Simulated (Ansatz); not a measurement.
# Y2NOS MXene monolayer in a perpendicular field, part 2 of 2

Wanted: the out-of-plane response of the Y2NOS MXene monolayer. A positive field points along +c.

Ansatz 0.2.0; plane-wave DFT, PBE-D3(BJ), Ansatz PAW.

So far. Step 2 (Relaxation): The lattice constant a goes from 3.406 to 3.511 Å.

## (3) Atoms held, field 0

A sawtooth potential applies the field, turning back in the middle of the vacuum. With the dipole correction the typed value is the field outside the slab. The induced dipole is small, so the SCF threshold is tight.

The cell differs from the one that the last finished run ended in (c 42.847 → 23.545 Å).

input.yaml reads:

```yaml
crystal:
  lattice:
    - [3.5107554989, 0.0, 0.0]
    - [-1.7553777494, 3.0404034485, 0.0]
    - [0.0, 0.0, 23.5451952596]
  atoms:
    - { symbol: S, position: [0.3333333333, 0.6666666667, 0.3822435916] }
    - { symbol: "Y", position: [0.6666666667, 0.3333333333, 0.4653358009] }
    - { symbol: "N", position: [0.0, 0.0, 0.5138624572] }
    - { symbol: "Y", position: [0.3333333333, 0.6666666667, 0.5867473904] }
    - { symbol: O, position: [0.6666666667, 0.3333333333, 0.6177564084] }
kpoints:
  mp_grid: { grid: [18, 18, 1] }
  band_path:
    path: [[0, 0, 0], [0.5, 0, 0], [0.33333333, 0.33333333, 0], [0, 0, 0]]
    npoints: 16
hamiltonian:
  xc: pbe
  dispersion: d3bj
scf:
  occupations: { method: fermi_dirac, width: 0.02585 }
  convergence: { dr2_threshold: 1.0e-10 }
efield:
  axis: 3
  dipole_correction: true
  ramp_position: 0.97
  ramp_width: 0.06
  amplitude: 0
output:
  dos: { projected: true, e_range: [-6, 5] }
  write_potential: true
  write_density: true
  volumetric_format: npy
  elf: true
```

Command:

```
$ ansatz run input.yaml --threads 2 --pin off --max-ram 3072MiB --backend cpu --events-out ev --progress --plain --runs-dir out
```

Numbers of over 12 decimals in the logs are rounded to 6 here.

Log:

```text
[...]
Crystal: 5 atoms, lattice volume = 251.324 Å³
Basis set: ecut = 420 eV, 4861 PW (Γ)
Bands: 25, of which v1, the nominal top of the filled ones, is band 20 counted from 1 (19 counted from 0)
Symmetry: 6 space group operations
[...]
k-points: 37 of 324 (time reversal used)
[...]
SCF iter   1: F=—  HF=-9559.000381 eV  |F-HF|=—  |Δ(HF+E_count)|=         —  Δρ=4.76e-3  dr2=7.41e-1  ethr=1.77e-3  p=0.183 e·Å  D=1.32e-1 V/Å  ΔV_dip=-3.11 eV  dr2_dipole=2.58e-1  V_vac-E_F(+/−)=4.24/7.34 eV  ⟨swp⟩=9.1  Hψ=5263  notcnv=0
efield: sawtooth ramp at fractional position 0.9700 (set: `efield.ramp_position`, or a place that a band, a saddle search or an elastic batch's reference lends), width 0.0600; the density the first Hamiltonian is built on has a dipole p = 0.183 e·Å; the dipole correction subtracts the counter field D = 1.32e-1 V/Å, which shifts the + side's vacuum level by -3.11 eV against the − side's; the planar-averaged density in the ramp window peaks in size at 5.8e-6 e/Å³
[...]
SCF iter   2: F=—  HF=-9559.254348 eV  |F-HF|=—  |Δ(HF+E_count)|=   2.54e-1  Δρ=2.97e-2  dr2=1.40e1  ethr=1.77e-3  p=-0.049 e·Å  D=-3.52e-2 V/Å  ΔV_dip=0.83 eV  dr2_dipole=4.29e0  V_vac-E_F(+/−)=7.58/6.76 eV  ⟨swp⟩=4.0  Hψ=1862  notcnv=0  defer=37  recentre
[...]
SCF iter  15: F=-9558.881890 eV  HF=-9558.881890 eV  |F-HF|=3.46e-11  |Δ(HF+E_count)|=  9.64e-11  Δρ=1.21e-7  dr2=3.46e-11  ethr=1.00e-12  p=0.072 e·Å  D=5.17e-2 V/Å  ΔV_dip=-1.22 eV  dr2_dipole=5.56e-13  V_vac-E_F(+/−)=6.06/7.27 eV  ⟨swp⟩=12.5  Hψ=3408  notcnv=0
SCF 1 converged in 15 iterations: F = -9558.881890 eV  dr2 = 3.46e-11
[...]
NSCF: frozen V_eff on 49 k-points
efield: sawtooth ramp at fractional position 0.9700 (kept from the solve that this one continues, or follows in the run), width 0.0600; the density the first Hamiltonian is built on has a dipole p = 0.072 e·Å; the dipole correction subtracts the counter field D = 5.17e-2 V/Å, which shifts the + side's vacuum level by -1.22 eV against the − side's; the planar-averaged density in the ramp window peaks in size at 1.1e-6 e/Å³
[...]
SCF converged after 15 iterations
Free energy (F): -9558.881890 eV
[...]
Internal energy: -9558.876680 eV  (E = F + TS)
E sigma→0 (E₀):  -9558.879285 eV
Entropy (-TS):   -0.005210 eV (-1.042 meV/atom)
Fermi energy:    -1.569259 eV
Dipole field:    D = 0.051720 V/Å  (p = 0.071834 e·Å, saw-weighted, corrected)
Work function:   Φ+ = 6.0559 eV   Φ− = 7.2736 eV
Levels:          The Fermi level and band energies are counted from a zero that moves with the ramp; work functions are not
[...]
--- Band table (eV; the first three rows and the last of 37) ---
  k-point 0: bands = [... 16 lower, -2.5208, -2.1238, -0.7227, -0.7227, 2.7699, 3.0069, 3.0069, 3.0914, ... 1 higher]
  k-point 1: bands = [... 16 lower, -2.5131, -2.0075, -0.8973, -0.7678, 2.7310, 3.0161, 3.0509, 3.1049, ... 1 higher]
  k-point 2: bands = [... 16 lower, -2.4936, -1.8570, -1.3432, -0.8866, 2.5309, 3.0341, 3.1726, 3.2440, ... 1 higher]
  k-point 36: bands = [... 16 lower, -3.0138, -2.5023, -2.4656, -2.1215, 2.7933, 2.9045, 3.4782, 3.9613, ... 1 higher]
```

Wall time 22 s (2 threads of Intel Xeon Platinum 8375C at 2.90GHz (Ice Lake), shared host); peak memory 0.71 GiB.

The column dr2 measures how far the density is from self-consistency, as an energy; F and HF (Harris–Foulkes) agree once it is small.

This step gave:

```
energy at zero smearing        : -9558.8793 eV
work function, upper face      : 6.056 eV
work function, lower face      : 7.274 eV
dipole along the normal        : 0.07183 e·Å
step between the vacuum levels : -1.218 eV
```

Running mean over a fixed 2.5 Å (it still follows the layers) of the planar mean; the ramp of the sawtooth is left out. Table of electron's electrostatic potential energy less the Fermi level by z:

```csv
z (Å),electron's electrostatic potential energy less the Fermi level (eV)
3,7.27
4,7.27
5,7.27
6,7.25
7,6.75
8,2.94
9,-0.658
10,-5.62
11,-6.97
12,-5.83
13,-6.31
14,-6.74
15,-2.19
16,4.54
17,6.00
18,6.05
19,6.06
20,6.06
```

The density of states has structure finer than the step of the table below, so its rows give means over 0.25 eV, whole bins alone (the curve runs from -6 to 1.99 eV). Peaks (eV: height): -2.970: 15.4, -2.330: 10.1, -2.170: 11.7, -1.860: 12.9, -1.560: 24.0, -1.230: 15.0, -0.840: 11.7.

Table of density of states by energy, zero at the Fermi level; means over each step:

```csv
energy (eV),density of states (states/eV a cell)
-3.50,0
-3.25,0.736
-3.00,4.63
-2.75,2.91
-2.50,4.61
-2.25,7.61
-2.00,6.33
-1.75,7.10
-1.50,5.90
-1.25,5.58
-1.00,5.44
-0.75,6.47
-0.50,4.90
-0.25,5.04
0.00,2.51
0.25,1.33
0.50,0.841
0.75,0.550
1.00,0
```

Projected DOS per atom over height of the atomic layer and energy from the Fermi level. Layers: S Y N Y O from below.

Ten even steps from '0' (0.00 states/eV) to '9' (3.35 states/eV), each cell a mean:
```
00000
00000
00000
10000
20000
50100
60501
42802
53602
32313
41229
31228
31125
01124
00000
00000
00000
00000
00000
00000
00000
00000
```
Columns: height of the atomic layer (Å) from 9 to 14.5 (not evenly spaced); rows upwards: energy from the Fermi level (eV) from -5.96 to 1.96.

The electronic bands at the labelled points (eV, zero at the Fermi level):

```csv
point,band 16,band 17,band 18,band 19,band 20,band 21,band 22,band 23
Γ,-0.95,-0.95,-0.55,0.85,0.85,4.34,4.58,4.58
halfway,-1.39,-0.94,-0.89,-0.27,0.31,3.45,4.59,5.32
M,-1.52,-1.03,-0.95,-0.62,0.09,3.06,5.54,5.69
halfway,-1.55,-1.23,-0.86,-0.77,-0.41,3.51,5.25,5.54
K,-1.63,-1.44,-0.93,-0.90,-0.55,4.36,4.47,5.05
halfway,-1.62,-1.27,-0.62,-0.31,-0.12,3.64,4.22,5.54
Γ,-0.95,-0.95,-0.55,0.85,0.85,4.34,4.58,4.58
```

Electrostatic potential energy in the ca plane at fractional y = 0.333, with atoms of Y and O within 0.2 Å of it. With pseudopotentials it is smooth inside the atoms' cores, unlike the true potential.

Ten even steps from '0' (-46 eV) to '9' (5 eV), each cell a mean:
```
99999999999999999886446789988888999999999999
99999999999999999862001588999733799999999999
99999999999999999840000378999300399999999999
99999999999999999850000478999511599999999999
99999999999999999874113689998866999999999999
99999999999999999887667899888889999999999999
99999999999999888898888999876678999999999999
99999999999999888899889999876678999999999999
99999999999999988888888899887788999999999999
```
Columns run along c (16.0 Å, from fractional 0.15 to 0.83 of the cell; values clipped at the 3rd and 97th percentile), rows up along a (3.5 Å). Atoms in or near the plane, at fractional coordinates: Y at (0.47, 0.67), O at (0.62, 0.67).

Valence density in the ca plane at fractional y = 0.333, with atoms of Y and O within 0.2 Å of it. It is the smooth field of the valence electrons, not physical close to the nuclei.

Ten steps, logarithmic in the rise over the least value, from '0' (0.0 e/Å³) to '9' (6.9 e/Å³), each cell a mean:
```
00000012222345543221234442100000000000000000
00000001112578864211247874200000000000000000
00000001113688874211368996210000000000000000
00000001112588874211358985200000000000000000
00000011222467753211245653100000000000000000
00000122332234433222233331000000000000000000
00000123433222233332343210000000000000000000
00000123433222233333343210000000000000000000
00000123333222333322333221000000000000000000
```
Columns run along c (16.0 Å, from fractional 0.26 to 0.94 of the cell), rows up along a (3.5 Å). Atoms in or near the plane, at fractional coordinates: Y at (0.47, 0.67), O at (0.62, 0.67).

ELF in the ca plane at fractional y = 0.333, with atoms of Y and O within 0.2 Å of it. It is the smooth field of the valence electrons, not physical close to the nuclei.

Values, 5 rows by 16 columns, each cell a mean:
```
0.00 0.00 0.00 0.01 0.11 0.34 0.24 0.69 0.34 0.12 0.37 0.71 0.38 0.04 0.00 0.00
0.00 0.00 0.00 0.00 0.02 0.08 0.29 0.68 0.59 0.09 0.66 0.64 0.51 0.07 0.00 0.00
0.00 0.00 0.00 0.01 0.10 0.32 0.24 0.71 0.36 0.12 0.40 0.73 0.40 0.04 0.00 0.00
0.00 0.00 0.00 0.05 0.44 0.73 0.50 0.13 0.46 0.30 0.24 0.14 0.08 0.01 0.00 0.00
0.00 0.00 0.00 0.05 0.46 0.74 0.52 0.12 0.48 0.30 0.25 0.12 0.06 0.01 0.00 0.00
```
Columns run along c (16.0 Å, from fractional 0.15 to 0.83 of the cell), rows up along a (3.5 Å). Atoms in or near the plane, at fractional coordinates: Y at (0.47, 0.67), O at (0.62, 0.67).

The work function of the upper face is 6.06 eV.

## (4) Single point, field 0.1 V/Å

Edit input.yaml of step 3 so:

```diff
@@ -27,5 +27,4 @@
   ramp_width: 0.06
-  amplitude: 0
+  amplitude: 0.1
 output:
-  dos: { projected: true, e_range: [-6, 5] }
   write_potential: true
@@ -33,2 +32 @@
   volumetric_format: npy
-  elf: true
```

Log:

```text
[...]
Crystal: 5 atoms, lattice volume = 251.324 Å³
Basis set: ecut = 420 eV, 4861 PW (Γ)
Bands: 25, of which v1, the nominal top of the filled ones, is band 20 counted from 1 (19 counted from 0)
Symmetry: 6 space group operations
[...]
k-points: 37 of 324 (time reversal used)
[...]
k-point 0: bands = [... 16 lower, -2.5395, -2.1463, -0.7544, -0.7544, 2.7721, 2.9904, 2.9904, 3.0933, ... 1 higher]
  k-point 1: bands = [... 16 lower, -2.5317, -2.0312, -0.9290, -0.7994, 2.7167, 3.0285, 3.0345, 3.1011, ... 1 higher]
  k-point 2: bands = [... 16 lower, -2.5121, -1.8818, -1.3750, -0.9182, 2.5118, 3.0312, 3.1566, 3.2734, ... 1 higher]
  k-point 36: bands = [... 16 lower, -3.0129, -2.5176, -2.5029, -2.1287, 2.7890, 2.8840, 3.4648, 3.9499, ... 1 higher]
[key lines of the parts left out:]
SCF converged after 15 iterations
Free energy (F): -9558.891059 eV
Fermi energy:    -1.599445 eV
Dipole field:    D = 0.080310 V/Å  (p = 0.111543 e·Å, saw-weighted, corrected)
```

The job ended after 22 s (2 threads; peak memory 0.7 GiB).

The dipole is 0.112 e·Å, 0.0397 e·Å from its value without field.

## (5) Single point, field -0.1 V/Å

Edit input.yaml of step 4 so:

```diff
@@ -27,3 +27,3 @@
   ramp_width: 0.06
-  amplitude: 0.1
+  amplitude: -0.1
 output:
```

Log:

```text
[...]
Crystal: 5 atoms, lattice volume = 251.324 Å³
Basis set: ecut = 420 eV, 4861 PW (Γ)
Bands: 25, of which v1, the nominal top of the filled ones, is band 20 counted from 1 (19 counted from 0)
Symmetry: 6 space group operations
[...]
k-points: 37 of 324 (time reversal used)
[...]
k-point 0: bands = [... 16 lower, -2.5028, -2.1012, -0.6915, -0.6915, 2.7531, 3.0225, 3.0225, 3.0871, ... 1 higher]
  k-point 1: bands = [... 16 lower, -2.4951, -1.9840, -0.8661, -0.7365, 2.7389, 2.9862, 3.0663, 3.1119, ... 1 higher]
  k-point 2: bands = [... 16 lower, -2.4758, -1.8324, -1.3119, -0.8554, 2.5489, 3.0260, 3.1875, 3.2013, ... 1 higher]
  k-point 36: bands = [... 16 lower, -3.0146, -2.4878, -2.4285, -2.1144, 2.7960, 2.9238, 3.4908, 3.9726, ... 1 higher]
[key lines of the parts left out:]
SCF converged after 16 iterations
Free energy (F): -9558.876692 eV
Fermi energy:    -1.539396 eV
Dipole field:    D = 0.023142 V/Å  (p = 0.032142 e·Å, saw-weighted, corrected)
```

Run time: 24 s. Hardware: 2 threads; peak memory 0.7 GiB.

The dipole is 0.0321 e·Å, -0.0397 e·Å from its value without field.

## (6) Response, atoms held

This step: plane-wave DFT, PBE-D3(BJ), Ansatz PAW; response to a field along the normal, atoms held (Ansatz 0.2.0).

The dipoles give the slope, and the difference of two potentials shows where the field is screened.

This step gave:

```yaml
equivalent_conductor_thickness_p_eps_0ae: 6.730 Å
distance_between_the_outer_atoms: 5.545 Å
```

The dipole of the cell by applied field:

```csv
applied field (V/Å),dipole of the cell (e·Å)
-0.1000,0.0321
0.0000,0.0718
0.1000,0.112
```

Local field over the applied field, running mean. From the potentials at -0.1 and 0.1 V/Å; running mean over 2.5 Å. Table of local field over applied field by z:

```csv
z (Å),local field over applied field
4.12,1.000
4.56,0.999
5.00,0.998
5.30,0.996
5.74,0.988
6.18,0.967
6.62,0.919
7.06,0.828
7.36,0.744
7.80,0.599
8.24,0.439
8.68,0.282
9.12,0.160
9.57,0.0878
9.86,0.0619
10.30,0.0378
10.74,0.0334
11.18,0.0517
11.63,0.0768
11.92,0.0972
12.36,0.126
12.80,0.147
13.24,0.169
13.69,0.199
13.98,0.229
14.42,0.297
14.86,0.401
15.30,0.539
15.75,0.684
16.19,0.810
16.48,0.879
16.92,0.946
17.36,0.978
17.81,0.992
18.25,0.997
18.54,0.999
18.98,1.000
19.42,1.000
```

Electrons, planar mean, per unit field. The induced electron density by z:

```csv
z (Å),induced electron density (e/Å³ per V/Å)
4.12,8.1e-7
4.56,2.5e-6
5.00,8.0e-6
5.30,1.7e-5
5.74,5.1e-5
6.18,1.5e-4
6.62,3.9e-4
7.06,9.7e-4
7.36,0.00168
7.80,0.00307
8.24,0.00325
8.68,0.00152
9.12,0.00157
9.57,4.2e-4
9.86,-5.4e-4
10.30,-6.2e-4
10.74,1.5e-4
11.18,6.0e-4
11.63,-3.9e-5
11.92,-0.00111
12.36,-7.1e-4
12.80,-0.00127
13.24,4.5e-4
13.69,0.00127
13.98,4.5e-4
14.42,-0.00186
14.86,-0.00182
15.30,-0.00334
15.75,-0.00227
16.19,-0.00111
16.48,-6.4e-4
16.92,-2.6e-4
17.36,-9.7e-5
17.81,-3.5e-5
18.25,-1.2e-5
18.54,-5.7e-6
18.98,-1.9e-6
19.42,-6.0e-7
```

By hand: between -0.1 and 0.1 V/Å the dipole changes by 0.07940 e·Å, a slope of 0.3970 e·Å²/V. A perfect conductor of thickness t has p = ε₀AEt, so t = 180.95 × 0.3970 / 10.674 = 6.73 Å (e/ε₀ = 180.95 V·Å, A in Å²).

The induced dipole is that of a conductor 6.73 Å thick.

## (7) Summary of results

```json
{
 "gap without field": "none",
 "work function, upper face": "6.06 eV",
 "step between the vacuum levels": "-1.22 eV",
 "equivalent conductor thickness, atoms held": "6.73 Å"
}
```

**Reading.** The induced dipole equals that of a perfect conductor 6.73 Å thick, while the outer atoms lie 5.55 Å apart. The two faces differ: the vacuum level above lies 1.22 eV lower than the one below. There is no gap over 0.03 eV, with or without the field. The first relaxation ran with spin and lost its moment, and the later runs have none; other magnetic states were not tried. Spin-orbit coupling is left out. The MXene's terminations sit over the metal atoms of its far layer; the site over carbon or nitrogen, which some compounds prefer, was not run.

[Logs are printed without paths, hosts, clocks, repeated set-up lines and the standing remarks that a program may print on its own settings, such as how far it seeks lower states.]

[Hosts, paths, dates, database ids (printed as entryN), source tags and the programs' standing remarks are cut or masked in the printed files.]

[Maps of the electrostatic potential energy from Ansatz leave out the sawtooth potential of an applied field or a dipole correction, so their vacuum need not be flat; planar profiles and work functions include it.]

[The density of states shown here was stored with 400 of the rows of the run's finer table, so its peaks can read low, often by over a quarter, or be missed, and its means over a window can be off by a tenth or more.]
